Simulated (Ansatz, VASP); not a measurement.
**TiCo: VASP beside Ansatz**

Contents of INCAR:

```
SYSTEM = TiCo
PREC = Accurate
ENCUT = 520
EDIFF = 1E-6
ISMEAR = -1
SIGMA = 0.05
LREAL = .False.
LASPH = .True.
NELM = 150
ALGO = Normal
ISIF = 2
LWAVE = .False.
LCHARG = .False.
ISPIN = 2
MAGMOM = 2 1
LORBIT = 11
LMAXMIX = 4
GGA = PE
NBANDS = 22
```

The input KPOINTS:

```
regular mesh
0
Gamma
  9 9 9
  0 0 0
```

Contents of POSCAR:

```
TiCo
1.0
    3.0254064304      0.0000000000      0.0000000000
    0.0000000000      3.0254064304      0.0000000000
    0.0000000000      0.0000000000      3.0254064304
Co Ti
1 1
Direct
    0.5000000000      0.5000000000      0.5000000000
    0.0000000000      0.0000000000      0.0000000000
```

input.yaml

```yaml
crystal:
  lattice:
    - [3.0254064304, 0.0, 0.0]
    - [0.0, 3.0254064304, 0.0]
    - [0.0, 0.0, 3.0254064304]
  atoms:
    - { symbol: Co, position: [0.5, 0.5, 0.5], spin: 2.0 }
    - { symbol: Ti, position: [0.0, 0.0, 0.0], spin: 1.0 }
kpoints:
  mp_grid: { grid: [9, 9, 9] }
scf:
  occupations: { method: fermi_dirac, width: 0.05 }
hamiltonian:
  xc: pbe
  pseudopotentials: { kind: all_electron, lapw: { basis_error: 0.0005 } }
magnetization:
  spin_polarized: true
output:
  forces: true
  stress: true
  eigenvalues: true
```

Change from the starting cell: volume scaled by 1.04.

Alike in both runs: task single point; functional PBE; k mesh 9 × 9 × 9; occupations fermi-dirac, width 0.05 eV; collinear spin.

|  | VASP | Ansatz |
| --- | --- | --- |
| version | VASP 6.6.1 | Ansatz 0.2.0 |
| potentials or method | VASP PAW PBE potentials, release 64 (Co, Ti_sv) | all-electron LAPW, scalar-relativistic |
| plane-wave cutoff (eV) | 520 | see its input |

Ansatz gave:

* gap on the k mesh at the Fermi level (eV): none
* pressure (GPa): -6.4
* net moment per atom (μB): 0.43
* size of the moment on the site where the two differ most (μB): 1.01

**Question.** What did VASP give for the same quantities?

**Answer.** gap on the k mesh at the Fermi level (eV): none; pressure (GPa): -6.8; net moment per atom (μB): 0.42; size of the moment on the site where the two differ most (μB): 0.96.

Site moments also hang on the region over which each program counts them. A gap of «none» marks a metal or a gap that the smearing closes. Ansatz ran all-electron here, so the differences hold the error of VASP's frozen core and of both bases.
